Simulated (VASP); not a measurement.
**Th2SbN2: electric field gradients**

Aim: the field gradients that the nuclei of Th2SbN2 feel, by functional. The cell has space group I4/mmm. The start is a cell from a database of measured crystal structures.

Calculated with VASP 6.6.1; LDA; plane waves and PAW (Th, Sb, N), in the first sound run; inputs show where later runs differ.

**1. Set-up**

The structure is tetragonal, space group I4/mmm (No. 139). The conventional cell has a = 4.049 Å, b = 4.049 Å, c = 13.570 Å, α = 90.00°, β = 90.00°, γ = 90.00°. Nearest to Th lie 4 N at 2.39 Å. Nearest to Sb lie 8 Th at 3.56 Å. Nearest to N lie 4 Th at 2.39 Å. Farther neighbours and most contacts between anions are not listed.

As a file:

```
Th Sb N
1.0
    -2.02450    2.02450    6.78500
     2.02450   -2.02450    6.78500
     2.02450    2.02450   -6.78500
Th Sb N
2 1 2
Direct
  0.65600 0.65600 0.00000
  0.34400 0.34400 0.00000
  0.00000 0.00000 0.00000
  0.75000 0.25000 0.50000
  0.25000 0.75000 0.50000
```

**2. Local probes at LDA**

Field gradients probe the charge near the nuclei, so LASPH is on and the cutoff is at least 1.4 times the default of the data sets; this run is at LDA.

INCAR

```
SYSTEM = Th2SbN2
PREC = Accurate
ENCUT = 560
EDIFF = 1E-07
NELM = 100
ISMEAR = -1
SIGMA = 0.05
LREAL = .FALSE.
ALGO = Normal
GGA = CA
NBANDS = 25
LASPH = .TRUE.
LORBIT = 11
LWAVE = .FALSE.
LCHARG = .FALSE.
KPAR = 4
LEFG = .TRUE.
ICORELEVEL = 1
```

POSCAR

```
Th2SbN2
1.0
   -2.0245000000      2.0245000000      6.7850000000
    2.0245000000     -2.0245000000      6.7850000000
    2.0245000000      2.0245000000     -6.7850000000
Th Sb N
2 1 2
Direct
    0.6560000000      0.6560000000      0.0000000000
    0.3440000000      0.3440000000      0.0000000000
    0.0000000000      0.0000000000      0.0000000000
    0.7500000000      0.2500000000      0.5000000000
    0.2500000000      0.7500000000      0.5000000000
```

KPOINTS

```
Automatic mesh
0
Gamma
10 10 10
0 0 0
```

The projector-augmented-wave data sets are Th, Sb and N (PBE family, release 64).

On the command line:

```bash
> mpirun -np 4 vasp_std
```

The program printed:

```text
[banner, memory and clock lines left out]
running    4 mpi-ranks, on    1 nodes
 distrk:  each k-point on    1 cores,    4 groups
 distr:  one band on    1 cores,    1 groups

 POSCAR found type information on POSCAR ThSbN
 POSCAR found :  3 types and       5 ions
|                                                                             |
|               ----> ADVICE to this user running VASP <----                  |
|                                                                             |
|     You enforced a specific xc type in the INCAR file but a different       |
|     [... a line on the potential file left out ...]
|     I HOPE YOU KNOW WHAT YOU ARE DOING!                                     |
|                                                                             |

 LDA part: xc-table for (Slater(with rela. corr.)+CA(PZ))
 , standard interpolation
 POSCAR, INCAR and KPOINTS ok, starting setup
 FFT: planning ... GRIDC
 FFT: planning ... GRID_SOFT
 FFT: planning ... GRID
 WAVECAR not read
 entering main loop
       N       E                     dE             d eps       ncg     rms          rms(c)
DAV:   1     0.442663081278E+03    0.44266E+03   -0.16709E+04  5100   0.148E+03
DAV:   2     0.327513599393E+02   -0.40991E+03   -0.40475E+03  6796   0.373E+02
DAV:   3    -0.522621501154E+02   -0.85014E+02   -0.82670E+02  7735   0.150E+02
DAV:   4    -0.578910378516E+02   -0.56289E+01   -0.56160E+01  8480   0.398E+01
DAV:   5    -0.580628596753E+02   -0.17182E+00   -0.17176E+00  8184   0.668E+00    0.519E+01
DAV:   6    -0.472853968817E+02    0.10777E+02   -0.76794E+01  6952   0.461E+01    0.323E+01
DAV:   7    -0.473480943390E+02   -0.62697E-01   -0.11975E+01  7079   0.207E+01    0.282E+01
DAV:   8    -0.473516580094E+02   -0.35637E-02   -0.31026E+00  6935   0.107E+01    0.148E+01
DAV:   9    -0.471667217750E+02    0.18494E+00   -0.13147E+00  6665   0.621E+00    0.240E+00
DAV:  10    -0.471606096771E+02    0.61121E-02   -0.78118E-02  8206   0.184E+00    0.144E+00
DAV:  11    -0.471595439733E+02    0.10657E-02   -0.10369E-02  7629   0.637E-01    0.328E-01
DAV:  12    -0.471592479526E+02    0.29602E-03   -0.28900E-03  8551   0.268E-01    0.659E-02
DAV:  13    -0.471592278014E+02    0.20151E-04   -0.37709E-04  8027   0.951E-02    0.240E-02
DAV:  14    -0.471592274987E+02    0.30267E-06   -0.84955E-05  8480   0.477E-02    0.154E-02
DAV:  15    -0.471592247124E+02    0.27863E-05   -0.30938E-05  7460   0.302E-02    0.265E-02
DAV:  16    -0.471592245019E+02    0.21046E-06   -0.40152E-06  8368   0.115E-02    0.767E-03
DAV:  17    -0.471592244950E+02    0.68903E-08   -0.36654E-07  5982   0.373E-03
ion   1
     0.0000000     0.0000000    -0.0000000    -0.3045199    -0.0000000     0.0000000
     0.0000714     0.0000000    -0.0000000    -0.3045199    -0.0000000     0.0000000
     0.0000984     0.0000000    -0.0000000    -0.3045199    -0.0000000     0.0000000
     0.0001354     0.0000000    -0.0000000    -0.3045199    -0.0000000     0.0000000
     0.0001865     0.0000000    -0.0000000    -0.3045199    -0.0000000     0.0000000

     0.0000000    -0.0000000     0.0000000  -116.3929920    -0.0000000     0.0000000
     0.0000714    -0.0000000     0.0000000  -116.1252059    -0.0000000     0.0000000
     0.0000984    -0.0000000     0.0000000  -116.0063963    -0.0000000     0.0000000
     0.0001354    -0.0000000     0.0000000  -115.8306672    -0.0000000     0.0000000
     0.0001865    -0.0000000     0.0000000  -115.5719175    -0.0000000     0.0000000

ion   2
     0.0000000     0.0000000     0.0000000    -0.3045199    -0.0000000    -0.0000000
     0.0000714     0.0000000     0.0000000    -0.3045199    -0.0000000    -0.0000000
     0.0000984     0.0000000     0.0000000    -0.3045199    -0.0000000    -0.0000000
     0.0001354     0.0000000     0.0000000    -0.3045199    -0.0000000    -0.0000000
     0.0001865     0.0000000     0.0000000    -0.3045199    -0.0000000    -0.0000000

     0.0000000    -0.0000000     0.0000000  -116.3929920    -0.0000000    -0.0000000
     0.0000714    -0.0000000     0.0000000  -116.1252059    -0.0000000    -0.0000000
     0.0000984    -0.0000000     0.0000000  -116.0063963    -0.0000000    -0.0000000
     0.0001354    -0.0000000     0.0000000  -115.8306672    -0.0000000    -0.0000000
     0.0001865    -0.0000000     0.0000000  -115.5719175    -0.0000000    -0.0000000

ion   3
     0.0000000    -0.0000000     0.0000000     1.3186489     0.0000000    -0.0000000
     0.0000576    -0.0000000     0.0000000     1.3186489     0.0000000    -0.0000000
     0.0000793    -0.0000000     0.0000000     1.3186489     0.0000000    -0.0000000
     0.0001092    -0.0000000     0.0000000     1.3186489     0.0000000    -0.0000000
     0.0001504    -0.0000000     0.0000000     1.3186489     0.0000000    -0.0000000

     0.0000000    -0.0000000     0.0000000   246.4972584     0.0000000    -0.0000000
     0.0000576    -0.0000000     0.0000000   246.4470749     0.0000000    -0.0000000
     0.0000793    -0.0000000     0.0000000   246.4205988     0.0000000    -0.0000000
     0.0001092    -0.0000000     0.0000000   246.3786099     0.0000000    -0.0000000
     0.0001504    -0.0000000     0.0000000   246.3123022     0.0000000    -0.0000000

ion   4
     0.0000000     0.0000000    -0.0000000    -1.9746381    -0.0000000     0.0000000
     0.0000281     0.0000000    -0.0000000    -1.9746381    -0.0000000     0.0000000
     0.0000381     0.0000000    -0.0000000    -1.9746381    -0.0000000     0.0000000
     0.0000517     0.0000000    -0.0000000    -1.9746381    -0.0000000     0.0000000
     0.0000701     0.0000000    -0.0000000    -1.9746380    -0.0000000     0.0000000

     0.0000000     0.0000000    -0.0000000    -4.1992434    -0.0000000     0.0000000
     0.0000281     0.0000000    -0.0000000    -4.1992427    -0.0000000     0.0000000
     0.0000381     0.0000000    -0.0000000    -4.1992423    -0.0000000     0.0000000
     0.0000517     0.0000000    -0.0000000    -4.1992416    -0.0000000     0.0000000
     0.0000701     0.0000000    -0.0000000    -4.1992405    -0.0000000     0.0000000

ion   5
     0.0000000     0.0000000    -0.0000000    -1.9746381     0.0000000    -0.0000000
     0.0000281     0.0000000    -0.0000000    -1.9746381     0.0000000    -0.0000000
     0.0000381     0.0000000    -0.0000000    -1.9746381     0.0000000    -0.0000000
     0.0000517     0.0000000    -0.0000000    -1.9746381     0.0000000    -0.0000000
     0.0000701     0.0000000    -0.0000000    -1.9746380     0.0000000    -0.0000000

     0.0000000     0.0000000    -0.0000000    -4.1992434     0.0000000    -0.0000000
     0.0000281     0.0000000    -0.0000000    -4.1992427     0.0000000    -0.0000000
     0.0000381     0.0000000    -0.0000000    -4.1992423     0.0000000    -0.0000000
     0.0000517     0.0000000    -0.0000000    -4.1992416     0.0000000    -0.0000000
     0.0000701     0.0000000    -0.0000000    -4.1992405     0.0000000    -0.0000000

   1 F= -.47159224E+02 E0= -.47147313E+02  d E =-.238223E-01
```

It took 2.2 min on 4 MPI ranks of Intel Xeon 6975P-C (Granite Rapids), shared host; peak memory 2.5 GiB; 8.9 min of CPU time.

Lines that name or quote the potential files are left out of all logs, and their timing lines are given in words.

From OUTCAR (step 2):

```text
ion  position               nearest neighbor table
   1  0.656  0.656  0.000-   5 2.39   4 2.39   4 2.39   5 2.39   3 3.56   3 3.56   3 3.56   3 3.56

  LATTYP: Found a body centered tetragonal cell.
 ALAT       =     4.0490000000
 C/A-ratio  =     3.3514448012

 Subroutine GETGRP returns: Found 16 space group operations
 (whereof 16 operations were pure point group operations)

The static configuration has the point symmetry D_4h.

 Found    102 irreducible k-points:

   k-points           NKPTS =    102   k-points in BZ     NKDIM =    102   number of bands    NBANDS=     25

   dimension x,y,z NGX =    60 NGY =   60 NGZ =   60
   dimension x,y,z NGXF=   120 NGYF=  120 NGZF=  120

   ENCUT  =  560.0 eV  41.16 Ry    6.42 a.u.  14.21 14.21 14.21*2*pi/ulx,y,z

   NELECT =      39.0000    total number of electrons

 k-points in reciprocal lattice and weights: Automatic mesh
   0.00000000  0.00000000  0.00000000       0.001
   0.10000000  0.00000000 -0.00000000       0.008
   0.20000000  0.00000000 -0.00000000       0.008
   0.30000000  0.00000000  0.00000000       0.008
   0.40000000  0.00000000  0.00000000       0.008
   0.50000000  0.00000000  0.00000000       0.004
   0.10000000  0.10000000 -0.00000000       0.008
   0.20000000  0.10000000 -0.00000000       0.016
   0.30000000  0.10000000 -0.00000000       0.016
[...]
-0.40000000 -0.40000000  0.40000000       0.002
   0.50000000  0.50000000  0.50000000       0.001

 the core state eigenenergies are
   1-  1s-109981.1118  2s -20378.8850  2p -17040.4839  3s  -5097.4071  3p  -4165.9883
       3d  -3333.7175  4s  -1271.3706  4p   -967.0034  4d   -652.3428  4f   -315.4463
       5s   -268.9080  5p   -176.2241  5d    -76.6559
   2-  1s-109981.1118  2s -20378.8850  2p -17040.4839  3s  -5097.4071  3p  -4165.9883
       3d  -3333.7175  4s  -1271.3706  4p   -967.0034  4d   -652.3428  4f   -315.4463
       5s   -268.9080  5p   -176.2241  5d    -76.6559
   3-  1s -30286.1404  2s  -4598.0975  2p  -4126.2041  3s   -891.8160  3p   -738.0687
       3d   -503.6409  4s   -136.8705  4p    -89.8455  4d    -21.6680
   4-  1s   -369.0762
   5-  1s   -369.0762

 E-fermi :   5.8376

 k-point     1 :       0.0000    0.0000    0.0000
  band No.  band energies     occupation
    ...
     14       3.1830      2.00000
     15       3.1830      2.00000
     16       4.5960      2.00000
     17       4.5960      2.00000
     18       5.6215      1.97381
     19       6.5820      0.00000
     20       6.5820      0.00000
     21       7.1193      0.00000
     22       8.0029      0.00000
     23       8.1256      0.00000
    ...

 k-point     2 :       0.1000    0.0000   -0.0000
  band No.  band energies     occupation
    ...
     14       3.1907      2.00000
     15       3.1919      2.00000
     16       4.5151      2.00000
     17       4.6665      2.00000
     18       5.5931      1.98509
     19       5.9364      0.24361
     20       6.5671      0.00000
     21       7.2855      0.00000
     22       8.1242      0.00000
     23       8.3297      0.00000
    ...

 k-point     3 :       0.2000    0.0000   -0.0000
  band No.  band energies     occupation
    ...
     15       3.2366      2.00000
     16       4.3023      2.00000
     17       4.6523      2.00000
     18       4.9580      2.00000
     19       5.6277      1.97042
     20       6.5215      0.00000
     21       7.5028      0.00000
     22       8.2223      0.00000
     23       8.6909      0.00000
     24       9.0508      0.00000
    ...

  Total       -6.2800774     -6.2800774     -7.0217735      0.0000000      0.0000000      0.0000000
  in kB      -90.4544996    -90.4544996   -101.1374483      0.0000000      0.0000000      0.0000000
  external PRESSURE =     -94.0154825 kB  Pullay stress =       0.0000000 kB

  energy-cutoff  :      560.00
  volume of cell :      111.24
      direct lattice vectors                 reciprocal lattice vectors
    -2.024500000  2.024500000  6.785000000     0.000000000  0.246974562  0.073691968
     2.024500000 -2.024500000  6.785000000     0.246974562  0.000000000  0.073691968
     2.024500000  2.024500000 -6.785000000     0.246974562  0.246974562  0.000000000

 POSITION                                       TOTAL-FORCE (eV/Angst)
 -----------------------------------------------------------------------------------
      0.00000      0.00000      8.90192        -0.000000     -0.000000      3.094288
      0.00000      0.00000      4.66808        -0.000000     -0.000000     -3.094288
      0.00000      0.00000      0.00000         0.000000      0.000000      0.000000
     -0.00000      2.02450      3.39250         0.000000      0.000000      0.000000
      2.02450     -0.00000      3.39250         0.000000      0.000000     -0.000000
 -----------------------------------------------------------------------------------
    total drift:                               -0.000000     -0.000000      0.000000

  FREE ENERGIE OF THE ION-ELECTRON SYSTEM (eV)
  ---------------------------------------------------
  free  energy   TOTEN  =       -47.1592244950 eV

  energy  without entropy=      -47.1354022268  energy(sigma->0) =      -47.14731336

 Electric field gradients after diagonalization (V/A^2)
 (convention: |V_zz| > |V_xx| > |V_yy|)
----------------------------------------------------------------------
 ion       V_xx      V_yy      V_zz     asymmetry (V_yy - V_xx)/ V_zz
----------------------------------------------------------------------
   1     -73.489   -73.488   146.977       0.000
   2     -73.489   -73.488   146.977       0.000
   3     155.169   155.169  -310.338       0.000
   4      -2.342    -2.340     4.683       0.000
   5      -2.342    -2.340     4.683       0.000
----------------------------------------------------------------------

 total charge
# of ion       s       p       d       f       tot
--------------------------------------------------
    1        2.126   5.822   1.018   0.520   9.486
    2        2.126   5.822   1.018   0.520   9.486
    3        1.164   1.293   0.010   0.000   2.467
    4        1.251   2.418   0.000   0.000   3.669
    5        1.251   2.418   0.000   0.000   3.669
--------------------------------------------------
tot          7.919  17.774   2.046   1.040  28.778

[... 3 further parts left out ...]
```

This run has no spin polarisation. Its electron count is odd, so without a moment it is a metal by construction. These are scalar-relativistic Kohn-Sham levels of the ground state, with no core hole, so they are not binding energies. The atoms bear forces, and field gradients depend strongly on their positions. The PAW data sets were made with PBE, a small mismatch for LDA.

This step gave:

| Quantity | Value |
| --- | --- |
| free energy (TOTEN) | -47.16 eV |
| energy at zero smearing | -47.15 eV |
| Fermi energy | 5.838 eV |
| pressure | -9.402 GPa |

The two shallowest core shells; atoms whose shallowest level rounds to another's at 0.01 eV are left out. Core levels, by row:

```csv
atom,shell,level below the Fermi level (eV)
Th1,5p,182.1
Th1,5d,82.49
Sb3,4p,95.68
Sb3,4d,27.51
N4,1s,374.9
```

Ordered as |Vzz| ≥ |Vxx| ≥ |Vyy|, the program's way. Electric field gradients, by row:

| atom | Vxx (V/Å²) | Vyy (V/Å²) | Vzz (V/Å²) | asymmetry |
| --- | --- | --- | --- | --- |
| Th1 | -73.49 | -73.49 | 147 | 0 |
| Th2 | -73.49 | -73.49 | 147 | 0 |
| Sb3 | 155.2 | 155.2 | -310.3 | 0 |
| N4 | -2.342 | -2.34 | 4.683 | 0 |
| N5 | -2.342 | -2.34 | 4.683 | 0 |

The largest gradient is -310.3 V/Å², at Sb3.

(Continued in part 2 of 2.)

[Lines on the potential files, build, host, timing and source positions are cut from VASP's logs without a mark.]

[Logs are printed without paths, hosts, clocks, repeated set-up lines and the standing remarks that a program may print on its own settings, such as how far it seeks lower states.]

[Hosts, paths, dates, database ids (printed as entryN), source tags and the programs' standing remarks are cut or masked in the printed files.]
